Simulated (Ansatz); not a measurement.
# Gap against strain: (7,0) SiC nanotube

Set-up. Ansatz 0.2.0, plane waves with PAW datasets, PBE, Fermi-Dirac smearing of 0.05 eV, no spin-orbit coupling. The period is scaled from its relaxed value of 5.335 Å and the atoms relax, within the symmetry of the start, at each strain ε (in %); gaps, in eV, are read on a band path.

```tsv
period (Å)	energy (eV a cell)	place of the conduction minimum (Γ = 0, Z = 1)	ε	gap
5.121	+0.886	0.00	−4	1.241
5.335	0.000	0.00	0	1.195
5.441	+0.210	0.00	2	1.151
5.548	+0.841	0.00	4	1.035
5.655	+1.870	0.00	6	0.9216
```

One run is withheld: period (Å) = 5.228, with ε = −2. Fit a straight line gap = a + b × ε to the 5 rows shown and predict it.

**Fit.** The means are 1.6 for ε and 1.109 for gap. The sum of products of deviations is −1.864 and the sum of squares in ε is 59.2, so b = −1.864 / 59.2 = −0.03149 and a = 1.109 − (−0.03149) × 1.6 = 1.159. The residuals' standard deviation, with 3 degrees of freedom, is σ = 0.053.

**Prediction.** gap = 1.159 + (−0.03149) × −2 = 1.222. The run gave 1.227, so the prediction less the run is −0.0052. The standard error of a prediction there, σ√(1 + 1/5 + (−2 − 1.6)²/59.2), is 0.064, and the miss is 0.082 times that, for a point between the fitted rows. With so few rows σ is itself uncertain.

The gap narrows at every step from compression to tension.

Caveats: Kohn-Sham gaps of a wire among periodic images, which in a check on one flat ribbon (7 Å apart) lowered the gap by 0.2 eV and flattened the slope; the slope b × 100 is a mean deformation potential of the gap, in eV per unit strain. Between neighbouring runs it lies between −5.8 and −0.7 eV, so a bend, a kink or scatter between runs makes one line a rough account. The unstrained row comes from a denser mesh than the others, which shifts its energy a little. Series of this kind are told only where this holds: a gap at every strain (compound wires with polar facets were set aside first). 88 of 101 did.

[Logs are printed without paths, hosts, clocks, repeated set-up lines and the standing remarks that a program may print on its own settings, such as how far it seeks lower states.]
